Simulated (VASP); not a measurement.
Runs of VASP 6.6.1 on Sn. It takes space group Immm (No. 71, orthorhombic). The conventional cell has a = 3.453 Å, b = 3.551 Å, c = 4.677 Å, α = 90.00°, β = 90.00°, γ = 90.00°. Around Sn (site symmetry mmm) lie 12 Sn at 3.41 to 3.55 Å. This isn't the form of Sn at room conditions, which is tetragonal (white tin).

| task | level | potentials or basis | cell | cutoff (eV) | gap on the mesh (eV) | pressure (GPa) | relaxed volume (Å³/atom) |
| --- | --- | --- | --- | --- | --- | --- | --- |
| single point | PBEsol | VASP PAW PBE potentials, release 64 (Sn_d) | as given | 520 | none | -3.6 | - |
| relaxation of cell and atoms | PBEsol | VASP PAW PBE potentials, release 64 (Sn_d) | relaxed | 300 | none | 0.0 | (b) |
| relaxation of cell and atoms | PBEsol | VASP PAW PBE potentials, release 64 (Sn) | relaxed | 580 | none | 0.0 | 26.38 |
| relaxation of cell and atoms | RPBE | VASP PAW PBE potentials, release 64 (Sn_d) | relaxed | 600 | none | 0.0 | (a) |
| relaxation of cell and atoms | PBEsol | VASP PAW PBE potentials, release 64 (Sn_d) | relaxed | 600 | none | 0.0 | 26.40 |

Alike in all rows: no spin polarisation; k mesh 16 × 16 × 16; smearing gaussian 0.1 eV.

Problem. Fill in the values left out.

Solution. (a) 28.85; (b) 26.15.

Caveats: the PAW data sets were made with another functional, which shifts forces and pressure a little.

A k mesh can miss the band edges, and the runs leave out spin-orbit coupling on Sn.

A gap of «none» marks a metal or a gap under the smearing width.

The runs don't all hold the same shells in valence.

Runs at the PBE level aren't shown here.
